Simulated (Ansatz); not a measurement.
**Manganese, hcp under RPBE: ground state and equation of state**

The plan for manganese in the hcp structure: relax it, solve it on a dense k-mesh, then scale the cell to 7 volumes from 88 to 112 % of the relaxed one and try a fit of the equation of state. The start is antiferromagnetic (alternate layers). The k-meshes are 14×14×8 for the relaxation; 24×24×13 for the dense run; 24×24×13 for the volumes.

Computed with Ansatz 0.2.0 (DFT RPBE, plane waves (420 eV) with PAW, scalar-relativistic; PAW files made under PBE, frozen cores solved again for the functional, unless a step says otherwise).

## (1) The starting structure

The structure is hexagonal, space group P6_3/mmc (No. 194). Conventional cell: a = 2.552 Å, b = 2.552 Å, c = 4.167 Å, α = 90.00°, β = 90.00°, γ = 120.00°. Mn (site symmetry -6m2) has 12 Mn at 2.55 Å as nearest neighbours.

Coordinates:

```
CELL_PARAMETERS angstrom
2.55179 0.00000 0.00000
-1.27589 2.20991 0.00000
0.00000 0.00000 4.16707
ATOMIC_POSITIONS crystal
Mn 0.33333 0.66667 0.25000
Mn 0.66667 0.33333 0.75000
```

Starting moments (μB): +3, -3.

## (2) Relaxation of the cell

input.yaml reads:

```yaml
crystal:
  lattice:
    - [2.5517868831, 0.0, 0.0]
    - [-1.2758934415, 2.2099122658, 0.0]
    - [0.0, 0.0, 4.1670679801]
  atoms:
    - { symbol: Mn, position: [0.3333333333, 0.6666666667, 0.25], spin: 3.0 }
    - { symbol: Mn, position: [0.6666666667, 0.3333333333, 0.75], spin: -3.0 }
hamiltonian:
  xc: rpbe
  pseudopotentials:
    kind: paw
    azcp:
      Mn: "pseudopotentials/Mn.paw.azcp"
basis:
  ecutwfc: 420
  fft_grid_basis: typed
kpoints:
  mp_grid: { grid: [14, 14, 8], shift: [0, 0, 0] }
magnetization:
  spin_polarized: true
scf:
  occupations: { method: fermi_dirac, width: 0.05 }
relax:
  max_steps: 60
  f_tol: 0.01
  cell: {}
output:
  write_density: true
  write_potential: true
  elf: true
  volumetric_format: npy
```

The runs that follow: The energy on a finer k-mesh; At 88 % of the relaxed volume; At 92 % of the relaxed volume; At 96 % of the relaxed volume; At 100 % of the relaxed volume; At 104 % of the relaxed volume; At 108 % of the relaxed volume; At 112 % of the relaxed volume.

**Question.** What will these runs give? Wanted: space group; conventional cell; volume; shortest distance; gap on the mesh; magnetic state; relative to alpha-Mn.

The runs gave:

| quantity | value |
| --- | --- |
| space group (spins left aside) | P6_3/mmc (No. 194) |
| conventional cell | a = 2.505 Å, c = 4.073 Å (c/a = 1.626) |
| volume | 11.070 Å³/atom |
| shortest distance | 2.498 Å |
| gap on the mesh | none (levels filled in part) |
| magnetic state | antiferromagnetic, up to 0.81 μB per atom |
| relative to alpha-Mn (A12), ferrimagnetic | +87 meV/atom |

In words: The relaxation shrank the cell by 5.8 % in volume. Against the reference form of manganese (alpha-Mn (A12), ferrimagnetic, computed apart with the same settings) it stands 87 meV/atom higher. It ends antiferromagnetic, with up to 0.81 μB per atom. No gap shows: it is a metal or semimetal at this level. Relaxation kept the symmetry; phonons were not checked.
